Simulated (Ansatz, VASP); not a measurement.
**Mg: 3 runs at one level of theory**

The starting cell:

```
Mg
1.0
     3.20930    0.00000    0.00000
    -1.60465    2.77934    0.00000
     0.00000    0.00000    5.21030
Mg
2
Direct
  0.66667 0.33333 0.75000
  0.33333 0.66667 0.25000
```

Alike in all runs: task relaxation of cell and atoms; functional PBE; dispersion D3(BJ); k mesh 10 × 10 × 5; occupations fermi-dirac, width 0.05 eV; no spin polarisation; no spin-orbit coupling.

```json
{"program and potentials": "Ansatz, Ansatz PAW", "plane-wave cutoff (eV)": "420", "notes": "10 valence electrons an atom on average", "equilibrium volume (Å³/atom)": "21.78"}
{"program and potentials": "Ansatz, all-electron LAPW, scalar-relativistic", "plane-wave cutoff (eV)": "-", "notes": "-", "equilibrium volume (Å³/atom)": "21.77"}
{"program and potentials": "VASP, PBE PAW files Mg, 600 eV", "plane-wave cutoff (eV)": "600", "notes": "2 valence electrons an atom on average", "equilibrium volume (Å³/atom)": "21.72"}
```

The equilibrium volume spans 21.72 (VASP, PBE PAW files Mg, 600 eV) to 21.78 Å³/atom (Ansatz, Ansatz PAW), with all-electron results at 21.77. Relaxations stop with a little pressure left, so the last digit of a volume isn't settled.

Differences between rows come from potentials, basis sets and numerical settings, since the functional is the same but for its coding. Runs on potential files found faulty are left out.
